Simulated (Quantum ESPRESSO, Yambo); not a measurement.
# Quasiparticle gap of RbCl (Fm-3m) in Yambo, part 2 of 2

How does a plane-wave GW calculation on RbCl (Fm-3m) run from the first input to the gap?

Quantum ESPRESSO 7.5 and Yambo 5.3.0; PBE and many-body steps on it, plane waves. Known limits of the many-body steps: not at the basis limit; no spin-orbit coupling.

So far. Step 2 (Ground state): The gap is direct, at Γ. Step 3 (Bands along the symmetry lines): The gap is 5.003 eV, as in the run before at this level.

## 4. Empty states on the mesh, 4×4×4 mesh, 169 bands

Level of this step: DFT, PBE, plane waves, norm-conserving pseudopotentials (Quantum ESPRESSO).

The sums over transitions need many empty states on a uniform mesh; this step solves for them.

Input file pw.in:

```
&control
  calculation = 'nscf'
  prefix = 'x'
  outdir = 'o'
  pseudo_dir = 'pseudo'
/
&system
  ibrav = 0
  nat = 2
  ntyp = 2
  ecutwfc = 50.0
  nbnd = 169
  force_symmorphic = .true.
/
&electrons
  conv_thr = 1e-9
  electron_maxstep = 80
  diago_full_acc = .true.
  diago_thr_init = 5e-6
/
ATOMIC_SPECIES
  Rb 85.468 Rb.upf
  Cl 35.45 Cl.upf
CELL_PARAMETERS angstrom
  0.0000000000 3.2895000000 3.2895000000
  3.2895000000 0.0000000000 3.2895000000
  3.2895000000 3.2895000000 -0.0000000000
ATOMIC_POSITIONS crystal
  Rb 0.0000000000 0.0000000000 0.0000000000
  Cl 0.5000000000 0.5000000000 0.5000000000
K_POINTS automatic
  4 4 4 0 0 0
```

Launch:

```bash
OMP_NUM_THREADS=1 mpirun -n 8 pw.x -nk 4 -in pw.in > pw.out
```

The program printed:

```text
[banner, memory and clock lines left out]
Program PWSCF v.7.5 starts

     Atomic positions and unit cell read from directory:
     o/x.save/

     Message from routine setup:
     using ibrav=0 with symmetry is DISCOURAGED, use correct ibrav instead

     bravais-lattice index     =            0
     lattice parameter (alat)  =       8.7911  a.u.
     unit-cell volume          =     480.4147 (a.u.)^3
     number of atoms/cell      =            2
     number of atomic types    =            2
     number of electrons       =        16.00
     number of Kohn-Sham states=          169
     kinetic-energy cutoff     =      50.0000  Ry
     charge density cutoff     =     200.0000  Ry
     Exchange-correlation= PBE
                           (   1   4   3   4   0   0   0)

     celldm(1)=   8.791111  celldm(2)=   0.000000  celldm(3)=   0.000000
     celldm(4)=   0.000000  celldm(5)=   0.000000  celldm(6)=   0.000000

     crystal axes: (cart. coord. in units of alat)
               a(1) = (   0.000000   0.707107   0.707107 )
               a(2) = (   0.707107   0.000000   0.707107 )
               a(3) = (   0.707107   0.707107  -0.000000 )

     reciprocal axes: (cart. coord. in units 2 pi/alat)
               b(1) = ( -0.707107  0.707107  0.707107 )
               b(2) = (  0.707107 -0.707107  0.707107 )
               b(3) = (  0.707107  0.707107 -0.707107 )
     Pseudo is Norm-conserving + core correction, Zval =  9.0
     Generated using ONCVPSP code by D. R. Hamann
     Using radial grid of 2308 points,  6 beta functions with:
     Pseudo is Norm-conserving + core correction, Zval =  7.0
     Generated using ONCVPSP code by D. R. Hamann
     Using radial grid of 1028 points,  6 beta functions with:
     Rb                9.00    85.46800     Rb( 1.00)
     Cl                7.00    35.45000     Cl( 1.00)

     48 Sym. Ops., with inversion, found

   Cartesian axes

     site n.     atom                  positions (alat units)
         1        Rb     tau(   1) = (   0.0000000   0.0000000   0.0000000  )
         2        Cl     tau(   2) = (   0.7071068   0.7071068   0.7071068  )

     number of k points=     8
                       cart. coord. in units 2pi/alat
        k(    1) = (   0.0000000   0.0000000   0.0000000), wk =   0.0312500
        k(    2) = (   0.1767767   0.1767767  -0.1767767), wk =   0.2500000
        k(    3) = (  -0.3535534  -0.3535534   0.3535534), wk =   0.1250000
[...]
k(    7) = (  -0.7071068   0.0000000   0.0000000), wk =   0.0937500
        k(    8) = (  -0.7071068   0.3535534   0.0000000), wk =   0.1875000

     Dense  grid:    22995 G-vectors     FFT dimensions: (  40,  40,  40)

     The potential is recalculated from file :
     o/x.save/charge-density

     Starting wfcs are    9 randomized atomic wfcs +  160 random wfcs

     Band Structure Calculation

     End of band structure calculation

          k = 0.0000 0.0000 0.0000 (  2837 PWs)   bands (ev):

   -22.8688 -10.9398  -6.9125  -6.9125  -6.9125   1.0595   1.0595   1.0595
     6.0622   9.0467   9.0467   9.0467  10.0184  10.0184  13.1512  17.8235
    17.8235  17.8235  19.2778  19.2778  19.2778  20.6412  20.6412  20.7040
[...]
[... 10 further rows ...]
[...]
95.5395

          k = 0.1768 0.1768-0.1768 (  2872 PWs)   bands (ev):

[...]
[... 10 further rows ...]
[...]
98.4239

          k =-0.3536-0.3536 0.3536 (  2884 PWs)   bands (ev):

[...]
52.4359  52.7391  55.5416  55.5416  56.5941  56.5941  56.8738  56.8738
     [... 10 further rows ...]
    94.7463  94.7463  94.8228  95.1844  95.8485  95.8485  98.0613  98.0613
    98.0763

          k = 0.3536 0.0000 0.0000 (  2858 PWs)   bands (ev):

     [... further k-points ...]

     highest occupied, lowest unoccupied level (ev):     1.0595    6.0622

     XML data file, pseudopotentials, collected wavefunctions
```

Run time: 5.3 s. Hardware: 8 MPI ranks of Intel Xeon at 2.60GHz (Ice Lake), shared host; peak memory 0.6 GiB.

Numbers from this step:

| Property | Result |
| --- | --- |
| gap | 5.003 eV |
| k of the valence top | 0, 0, 0 |
| k of the conduction bottom | 0, 0, 0 |
| least direct gap | 5.003 eV |
| k points computed | 8 |
| lowest point of the top converged band, above the valence top | 94.4800 eV |

On this mesh the gap is 5.003 eV.

## 5. Conversion and set-up

This step: Yambo 5.3.0; conversion and set-up on PBE, plane waves, norm-conserving pseudopotentials.

The states are converted to the many-body program's format and the q mesh is built.

Launch:

```bash
(cd o/x.save; p2y > p2y.log; mv SAVE ../..); yambo > setup.log
```

The program printed:

```text
 Yambo, version 5.3.0

 [02] CORE Variables Setup
 =========================

  [02.01] Unit cells
  ==================

  Cell kind             :  FCC
  Atoms in the cell     :  Rb  Cl
  number of Rb atoms    :  1
  number of Cl atoms    :  1

  List of atomic masses
  Mass of Rb    :  85.46800
  Mass of Cl    :  35.45000

  List of atomic coordinates    : [cc]
  Rb1       :  0.000000  0.000000  0.000000  order 1
  Cl1       :  6.216254  6.216254  6.216254  order 2

  Alat factors          :  6.216254  6.216254  6.216254 [a.u.]
  Direct lattice volume :  480.4147 [a.u.]
  Direct lattice vectors:  A[ 1 ]  A[ 2 ]  A[ 3 ]
   A[ 1 ]:  0.000000  1.000000  1.000000  [iru]
   0.000000  6.216254  6.216254  [cc]
   A[ 2 ]:  1.000000  0.000000  1.000000  [iru]
   6.216254  0.000000  6.216254  [cc]
   A[ 3 ]:  1.000000  1.000000 -0.000000  [iru]
   6.216254  6.216254 -0.000000  [cc]

  Recip. lattice volume :  0.516325 [a.u.]
  Recip. lattice vectors:  B[ 1 ]  B[ 2 ]  B[ 3 ]
   B[ 1 ]: -0.500000  0.500000  0.500000  [iku]
  -0.505384  0.505384  0.505384  [cc]
   B[ 2 ]:  0.500000 -0.500000  0.500000  [iku]
   0.505384 -0.505384  0.505384  [cc]
   B[ 3 ]:  0.500000  0.500000 -0.500000  [iku]
   0.505384  0.505384 -0.505384  [cc]

  [02.02] Symmetries
  ==================

  Inversion symmetry    : yes
  Spatial inversion     : yes
  Inversion index       :  25
  K-space Time-reversal : no
  Magnetic symmetries   : no
  Group table correct   : yes
  Symmetries units      :  [cc]

   [S  1]:   1.0000     -0.24559E-16 -0.24559E-16 -0.24559E-16   1.0000      0.24559E-16  0.24559E-16  0.24559E-16   1.0000
   [S  2]:  -1.0000      0.24559E-16 -0.24559E-16  0.24559E-16  -1.0000      0.24559E-16 -0.24559E-16 -0.24559E-16   1.0000
   [S  3]:  -1.0000     -0.24559E-16  0.24559E-16  0.24559E-16   1.0000     -0.24559E-16 -0.24559E-16  0.24559E-16  -1.0000
[...]
[... 36 further rows ...]
   [S 47]: -0.24559E-16   1.0000      0.24559E-16  0.24559E-16 -0.24559E-16  -1.0000       1.0000      0.24559E-16 -0.24559E-16
   [S 48]: -0.24559E-16  -1.0000     -0.24559E-16  0.24559E-16  0.24559E-16   1.0000       1.0000     -0.24559E-16  0.24559E-16

  [02.03] Reciprocal space
  ========================

  nG shells         :  263
  nG charge         :  22995
  nG WFs            :   3592
  nC WFs            :  2884
  G-vecs. in first 26 shells:  [ Number ]
     1    9   15   27   51   59   65   89  113
    137   169   181   229   259   283   307   331   339
    387   411   459   531   537   561   609   645
  ...
  Shell energy in first 26 shells:  [ mHa ]
    0.00000      383.119      510.825      1021.65      1404.77      1532.48      2043.30      2426.42      2554.13
    3064.95      3448.07      4086.60      4469.72      4597.43      5108.25      5491.37      5619.08      6129.90
[...]
Grid dimensions      :   4   4   4
  K lattice UC volume  :  0.008068 [a.u.]

  IBZ K-points                                      :   8
  BZ  K-points                                      :   64

  K/Q-points units:
  rlu = crystal or reduced units; cc = cartesian coordinates; iku = interal k-units

  K [1]          [rlu]:  0.000000  0.000000  0.000000
         WF components:  2837
  K [2]          [rlu]: -0.86698E-17 -0.86698E-17  0.25000
         WF components:  2872
  K [3]          [rlu]:  0.17340E-16  0.17340E-16 -0.50000
         WF components:  2884
  K [4]          [rlu]:  0.99171E-17  0.25000      0.25000
         WF components:  2858
  K [5]          [rlu]: -0.26331E-17  0.25000     -0.50000
         WF components:  2880
  [... 2 further k-points ...]
  K [8]          [rlu]:  0.250000 -0.500000 -0.250000
         WF components:  2872

  [02.05] Energies & Occupations
  ==============================

  [X] === General ===
  [X] Electronic Temperature                        :  0.000000  0.000000 [eV K]
  [X] Bosonic    Temperature                        :  0.000000  0.000000 [eV K]
  [X] Finite Temperature mode                       : no
  [X] El. density                                   :  0.22475E+24 [cm-3]
  [X] Fermi Level                                   :  1.059460 [eV]

  [X] === Gaps and Widths ===
  [X] Conduction Band Min                           :  5.002716 [eV]
  [X] Valence Band Max                              :  0.000000 [eV]
  [X] Filled Bands                                  :   8
  [X] Empty Bands                                   :    9  169
  [X] Direct Gap                                    :  5.002716 [eV]
  [X] Direct Gap localized at k                     :  1
  [X] Indirect Gap                                  :  5.002716 [eV]
  [X] Indirect Gap between kpts                     :  1  1
  [X] Last valence band width                       :  0.337911 [eV]
  [X] 1st conduction band width                     :  2.744411 [eV]

  E @ K [1]:  [eV]
   -23.928      -11.999      -7.9719      -7.9719      -7.9719     -0.44097E-10 -0.33522E-10   0.0000
[...]
occ @ K [1]
[...]
E @ K [2]:  [eV]
[...]
occ @ K [2]
[...]
E @ K [3]:  [eV]
[...]
occ @ K [3]
[...]
E @ K [4]:  [eV]
[...]
occ @ K [4]
[...]
E @ K [5]:  [eV]
[...]
occ @ K [5]
[...]
[... 2 further k-points ...]
  E @ K [8]:  [eV]
[...]
occ @ K [8]
   2.000000  2.000000  2.000000  2.000000  2.000000  2.000000  2.000000  2.000000
   0.000000  0.000000  0.000000  0.000000  0.000000  0.000000  0.000000  0.000000

 [03] Transferred momenta grid and indexing
 ==========================================

 IBZ Q-points                                      :   8
 BZ  Q-points                                      :   64

 K/Q-points units:
 rlu = crystal or reduced units; cc = cartesian coordinates; iku = interal k-units

 Q [1]          [rlu]:  0.000000  0.000000  0.000000
 Q [2]          [rlu]: -0.83742E-17 -0.83742E-17  0.25000
 Q [3]          [rlu]:  0.16748E-16  0.16748E-16 -0.50000
[...]
Q [7]          [rlu]: -0.19834E-16 -0.50000     -0.50000
 Q [8]          [rlu]:  0.250000 -0.500000 -0.250000

  [03.01] X indexes
  =================

   [03.01.01] Sigma indexes
   ========================

 [06] Game Over & Game summary
```

It took 2.9 s on 1 MPI rank; peak memory 0.24 GiB.

## 6. Screening and self-energy, 4×4×4 mesh, 169 bands, screening to 163.3 eV

G0W0 replaces the xc potential by the self-energy, built once from these orbitals. Only a window of levels is corrected, while the sums run over the empty bands that the input names.

This step: G0W0 on PBE, plane waves, norm-conserving pseudopotentials.

Input file gw1.in:

```
HF_and_locXC
gw0
dyson
ppa
em1d
rim_cut
RandQpts= 1000000
RandGvec= 1 RL
EXXRLvcs= 50 Ry
VXCRLvcs= 200 Ry
Chimod= "HARTREE"
% BndsRnXp
 1 | 169 |
%
NGsBlkXp= 12 Ry
% LongDrXp
 1 | 1 | 1 |
%
% GbndRnge
 1 | 169 |
%
DysSolver= "n"
ExtendOut
PPAPntXp= 27.21138 eV
% QPkrange
 1 | 1 | 7 | 10 |
%
```

Launch:

```bash
OMP_NUM_THREADS=1 mpirun -n 8 yambo -F gw1.in -J gw1 -C gw1 > gw1.log
```

The program printed:

```text
 Yambo, version 5.3.0

 [02] CORE Variables Setup
 =========================

  [... cell, symmetries and grids as in the set-up ...]

  [02.05] Energies & Occupations
  ==============================

  [X] === General ===
  [X] Electronic Temperature                        :  0.000000  0.000000 [eV K]
  [X] Bosonic    Temperature                        :  0.000000  0.000000 [eV K]
  [X] Finite Temperature mode                       : no
  [X] El. density                                   :  0.22475E+24 [cm-3]
  [X] Fermi Level                                   :  1.059460 [eV]

  [X] === Gaps and Widths ===
  [X] Conduction Band Min                           :  5.002716 [eV]
  [X] Valence Band Max                              :  0.000000 [eV]
  [X] Filled Bands                                  :   8
  [X] Empty Bands                                   :    9  169
  [X] Direct Gap                                    :  5.002716 [eV]
  [X] Direct Gap localized at k                     :  1
  [X] Indirect Gap                                  :  5.002716 [eV]
  [X] Indirect Gap between kpts                     :  1  1
  [X] Last valence band width                       :  0.337911 [eV]
  [X] 1st conduction band width                     :  2.744411 [eV]

 [03] Transferred momenta grid and indexing
 ==========================================

 IBZ Q-points                                      :   8
 BZ  Q-points                                      :   64

 K/Q-points units:
 rlu = crystal or reduced units; cc = cartesian coordinates; iku = interal k-units

 Q [1]          [rlu]:  0.000000  0.000000  0.000000
 Q [2]          [rlu]: -0.83742E-17 -0.83742E-17  0.25000
 Q [3]          [rlu]:  0.16748E-16  0.16748E-16 -0.50000
 Q [4]          [rlu]:  0.99171E-17  0.25000      0.25000
 Q [5]          [rlu]:  0.17312E-16  0.25000      0.50000
 Q [6]          [rlu]:  0.16748E-16  0.25000     -0.25000
 Q [7]          [rlu]: -0.19834E-16 -0.50000     -0.50000
 Q [8]          [rlu]:  0.250000 -0.500000 -0.250000

 [04] Coloumb potential Random Integration (RIM)
 ===============================================

  [04.01] RIM initialization
  ==========================

  * Diagonal components only detected *

  8 x (sBL volume)        :  0.064541 [a.u.]
  sBZ random points       :  1000000
  Points outside the sBZ  :   7987327
  RL volume               :  0.516325 [a.u.]
  Integrated volume       :  0.517144 [a.u.]

  [04.02] RIM integrals
  =====================

  Gamma point sphere radius             :  0.072760 [a.u.]
  Points outside the sphere             :   799513
  [Int_sBZ(q=0) 1/q^2]*(Vol_sBZ)^(-1/3) =:  7.764325
                                 should be <:  7.795600

  Summary of Coulomb integrals for non-metallic bands |Q|[au] RIM/Bare

  Q [1] 0.100000E-4 0.995988 * Q [2] 0.218838 1.066317
  Q [4] 0.252692 1.064767 * Q [6] 0.357360 1.027506
  Q [5] 0.419042 1.020475 * Q [3] 0.437675 1.018268
  Q [7] 0.505384 1.014976 * Q [8] 0.565036 1.011850

 [05] Dipoles
 ============

  [05.01] Setup: observables and procedures
  =========================================

 [06] Dynamic Dielectric Matrix (PPA)
 ====================================

 [SLK-Inversion]  Pools        :  2
 [SLK-Inversion]  BLACS grid   :  2  2

 [WR./gw1//ndb.pp]---------------------------------------------------------------
  Brillouin Zone Q/K grids (IBZ/BZ)                :    8   64    8   64
  RL vectors                                       :   3647 [WF]
  Coulomb cutoff potential                         : none
  Electronic Temperature                           :  0.000000 [K]
  Bosonic    Temperature                           :  0.000000 [K]
  PPA    diel. fun.  energies                      : Perdew, Burke & Ernzerhof(X)+Perdew, Burke & Ernzerhof(C)
  wavefunctions                                    : Perdew, Burke & Ernzerhof(X)+Perdew, Burke & Ernzerhof(C)
  Global Gauge                                     : length
  X matrix size                                    :   339
  X band range                                     :    1  169
  X e/h energy range                               : -1.000000 -1.000000 [eV]
  X Time ordering                                  : R
  X Hxc Kernel                                     : HARTREE
  X Drude frequency                                :  0.000000  0.000000
  X poles                                          :  100.0000 [o/o]
  RL vectors in the sum                            :   3647
  [r,Vnl] included                                 : yes
  Field direction                                  :  0.577350E-5  0.577350E-5  0.577350E-5
  BZ energy Double Grid                            : no
  BZ energy DbGd points                            : 0
  BZ Q point size factor                           : -1.000000
  X Optical Averaged directions                    : none

 [07] Local Exchange-Correlation + Non-Local Fock
 ================================================

 [VXC] Plane waves :  22995
 [EXS] Plane waves :  2891

 QP @ state[ 1 ] K range:  1  1
 QP @ state[ 1 ] b range:   7  10

 [xc] Functional : Perdew, Burke & Ernzerhof(X)+Perdew, Burke & Ernzerhof(C)
 [xc] LIBXC used to calculate xc functional
  PP Number of Atomic Species                      :  2
  NLCC RL compoments                               :  22995
  PP Number of Atomic Species                      :  2
  NLCC RL compoments                               :  22995

 [xc] E_xc :  -6.714856 [Ha]
      E_xc :  -13.42971 [Ry]

  Local XC kind (lXC) : Perdew, Burke & Ernzerhof(X)+Perdew, Burke & Ernzerhof(C)
  Non-Local XC kind (nlXC) : Hartree-Fock

  Corrections @ K [1] :  [eV]
 <7|nlXC|7> = -18.51399  0.55921E-17 <7|lXC|7> = -14.02432  0.000000
 <8|nlXC|8> = -18.51399 -0.85936E-17 <8|lXC|8> = -14.02432  0.000000
 <9|nlXC|9> = -3.025574 -0.16353E-17 <9|lXC|9> = -6.590262  0.000000
 <10|nlXC|10> = -3.442925 -0.34179E-18 <10|lXC|10> = -7.734224  0.000000

 [08] Dyson equation: Newton solver
 ==================================

  [08.01] G0W0 (W PPA)
  ====================

  [  GW  ] Bands range     :    1  169
  [GW/PPA] G damping       :  0.100000 [eV]

  QP @ state[ 1 ] K range:  1  1
  QP @ state[ 1 ] b range:   7  10

   Sc/G bands                                       :    1  169
   Sc/G damping                                     :  0.100000 ev
   Sc bands terminator                              : no
   Sx RL components                                 :  2891

   QP @ state[ 1 ] K range                          :  1  1
   QP @ state[ 1 ] b range                          :   7  10
   GF energies kind                                 : Perdew, Burke & Ernzerhof(X)+Perdew, Burke & Ernzerhof(C)
   GF WF`s kind                                     : Perdew, Burke & Ernzerhof(X)+Perdew, Burke & Ernzerhof(C)
   Xs energies kind                                 : Perdew, Burke & Ernzerhof(X)+Perdew, Burke & Ernzerhof(C)
   Xs WF`s kind                                     : Perdew, Burke & Ernzerhof(X)+Perdew, Burke & Ernzerhof(C)

 [11] Game Over & Game summary
```

It took 54 s on 8 MPI ranks; peak memory 3 GiB; 7.1 min of CPU time.

This step gave:

| Item | Value |
| --- | --- |
| G0W0 gap on the points computed | 7.804 eV |
| starting gap on the mesh | 5.003 eV |
| k of the valence top | 0, 0, 0 |
| k of the conduction bottom | 0, 0, 0 |
| least direct G0W0 gap on the computed points | 7.804 eV |
| Z at the valence top | 0.8086 |
| Z at the conduction bottom | 0.8812 |

The gap on the mesh goes from 5.00 eV to 7.80 eV, a correction of +2.80 eV.

Limits: finite bands, cutoff and mesh; no spin-orbit coupling. v1 is the top filled band, c1 the lowest empty one. Levels before and after the correction, in eV, zero at the valence-band top of each column:

|  | conduction bottom | valence top |
| --- | --- | --- |
| Kohn-Sham | 5.00 | 0.00 |
| G0W0 | 7.80 | 0.00 |

|  | level | energy (eV) |
| --- | --- | --- |
| Kohn-Sham | Γ v2-v1 | 0.000 |
| Kohn-Sham | Γ c1 | 5.003 |
| Kohn-Sham | Γ c2 | 7.987 |
| G0W0 | Γ v2-v1 | 0.000 |
| G0W0 | Γ c1 | 7.804 |
| G0W0 | Γ c2 | 11.395 |

## 7. Where the time went

Times are wall times on the hardware named with each run, good to a factor of about two.

| step | time | share | memory (GiB) |
| --- | --- | --- | --- |
| ground state | 4.5 s | 6 % | 0.5 |
| bands along the symmetry lines | 3.5 s | 5 % | 0.44 |
| empty states on the mesh | 5.3 s | 8 % | 0.6 |
| conversion and set-up | 2.9 s | 4 % | 0.24 |
| screening and self-energy | 54 s | 77 % | 3.0 |

## 8. Results

- PBE gap: 5.00 eV, direct
- G0W0 gap on the mesh: 7.80 eV
- GW settings: 4×4×4 mesh, 169 bands, screening to 163.3 eV, Godby-Needs plasmon pole
- known limits: not at the basis limit; no spin-orbit coupling

What this shows: G0W0 moves the gap on the mesh from 5.00 eV to 7.80 eV (+2.80 eV), with Z of 0.81 and 0.88 at the edges. Only 1 of the mesh's irreducible points was corrected, so a valley elsewhere could overtake. The dearest step here is «screening and self-energy». Bands and cutoff are finite, so the gap is not at the basis limit. The miss can reach some tenths of an eV and take either sign; the mesh is an error of its own. In the G0W0 run levels were corrected at 1 k point alone, so a gap called «on the mesh» is the least over those, and an edge elsewhere would be missed. The many-body steps are scalar-relativistic: spin-orbit coupling is not in them.

[Paths, hosts, dates, memory and timing lines, banners, echoed tables and standing remarks are left out of the program output.]

[Logs are printed without paths, hosts, clocks, repeated set-up lines and the standing remarks that a program may print on its own settings, such as how far it seeks lower states.]

[Runs of the session that timed out or met a known fault of the program may be left out.]

[Hosts, paths, dates, database ids (printed as entryN), source tags and the programs' standing remarks are cut or masked in the printed files.]
